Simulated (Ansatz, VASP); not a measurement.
## One calculation of GaN, two programs

POSCAR

```
GaN
1.0
    3.1150838257      0.0000000000      0.0000000000
   -1.5575419129      2.6977417280      0.0000000000
    0.0000000000      0.0000000000      5.0605418376
Ga N
2 2
Direct
    0.6666666667      0.3333333333      0.5000000000
    0.3333333333      0.6666666667      0.0000000000
    0.6666666667      0.3333333333      0.8750000000
    0.3333333333      0.6666666667      0.3750000000
```

Contents of INCAR.step1:

```
PREC = Accurate ; ENCUT = 520
ISMEAR = -1 ; SIGMA = 0.05
LREAL = False ; LASPH = True
NELM = 80 ; NBANDS = 26
GGA = PE ; ALGO = Normal
EDIFF = 1E-4 ; LWAVE = True
LCHARG = False
```

File INCAR.step2:

```
PREC = Accurate ; ENCUT = 520
EDIFF = 1E-7 ; ISMEAR = -1
SIGMA = 0.05 ; LREAL = False
LASPH = True ; NELM = 80
ALGO = Normal ; ISIF = 2
LWAVE = False ; LCHARG = False
METAGGA = R2SCAN ; LMIXTAU = True
IVDW = 13 ; VDW_S6 = 1.0
VDW_S8 = 0.6018749 ; VDW_A1 = 0.51559235
VDW_A2 = 5.77342911 ; NBANDS = 26
ISTART = 1
```

The input KPOINTS:

```
regular mesh
0
Gamma
  10 10 5
```

input.yaml

```yaml
crystal:
  lattice:
    - [3.1150838257, 0.0, 0.0]
    - [-1.5575419129, 2.697741728, 0.0]
    - [0.0, 0.0, 5.0605418376]
  atoms:
    - { symbol: Ga, position: [0.6666666667, 0.3333333333, 0.5] }
    - { symbol: Ga, position: [0.3333333333, 0.6666666667, 0.0] }
    - { symbol: "N", position: [0.6666666667, 0.3333333333, 0.875] }
    - { symbol: "N", position: [0.3333333333, 0.6666666667, 0.375] }
hamiltonian:
  xc: r2scan
  pseudopotentials: { kind: paw }
  dispersion: d4
kpoints:
  mp_grid: { grid: [10, 10, 5] }
scf:
  occupations: { method: fermi_dirac, width: 0.05 }
output:
  forces: true
  stress: true
  eigenvalues: true
```

Alike in both runs: task single point; functional r2SCAN; dispersion D4; k mesh 10 × 10 × 5; occupations fermi-dirac, width 0.05 eV; no spin polarisation.

|  | VASP | Ansatz |
| --- | --- | --- |
| version | VASP 6.6.1 | Ansatz 0.2.0 |
| potentials or method | VASP PAW PBE potentials, release 64 (Ga_d, N) | Ansatz PAW |
| plane-wave cutoff (eV) | 520 | 500 |
| valence electrons in the cell | 36 | 36 |

VASP gave:

* gap on the k mesh at the Fermi level (eV): 2.81
* least direct gap on the mesh (eV): 2.81
* pressure (GPa): 14.4
* largest component of the traceless stress (GPa): 1.71
* rms of the force components (eV/Å): 0.095
* dispersion energy (meV/atom): -156.3

Problem. Estimate Ansatz's values.

Solution. gap on the k mesh at the Fermi level (eV): 2.82; least direct gap on the mesh (eV): 2.82; pressure (GPa): 13.0; largest component of the traceless stress (GPa): 1.74; rms of the force components (eV/Å): 0.093; dispersion energy (meV/atom): -156.4.

Atom by atom the forces differ by 0.002 eV/Å (rms over components).

Caveats: the PAW data sets were made with another functional, which shifts forces and pressure a little (VASP); odd divisions of the mesh miss points on the zone boundary, where band edges often lie, so the gap on the mesh can be too wide (Ansatz); the PAW data sets come from PBE, with cores solved anew for the run's functional, which leaves a small shift of forces and pressure (Ansatz). r2SCAN opens gaps a little over a GGA but as a rule still falls short of measured ones.
